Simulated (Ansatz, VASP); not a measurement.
# SiW3: VASP beside Ansatz

```
Si W
1.0
    -2.60377    2.60377    2.60377
     2.60377   -2.60377    2.60377
     2.60377    2.60377   -2.60377
Si W
1 3
Direct
  0.00000 0.00000 0.00000
  0.50000 0.50000 0.00000
  0.50000 0.00000 0.50000
  0.00000 0.50000 0.50000
```

Alike in both runs: functional PBE; k mesh 12 × 12 × 12; occupations gaussian, width 0.1 eV; no spin polarisation.

Ansatz relaxed the structure, and its values are those at the end. VASP's run is a single point on that final structure, the one shown.

|  | VASP | Ansatz |
| --- | --- | --- |
| version | VASP 6.6.1 | Ansatz 0.2.0 |
| potentials or method | VASP PAW PBE potentials, release 64 (Si, W_sv) | scalar-relativistic, plane waves, PAW |
| plane-wave cutoff (eV) | 520 | 420 |
| valence electrons in the cell | 46 | 46 |

Ansatz gave:

| Item | Value |
| --- | --- |
| gap on the k mesh at the Fermi level (eV) | none |
| pressure (GPa) | 0.0 |

Problem. Estimate VASP's values.

Solution. gap on the k mesh at the Fermi level (eV): none; pressure (GPa): 0.3.

A gap of «none» marks a metal or a gap that the smearing closes.

Spin-orbit coupling is left out, which matters for the levels of W.
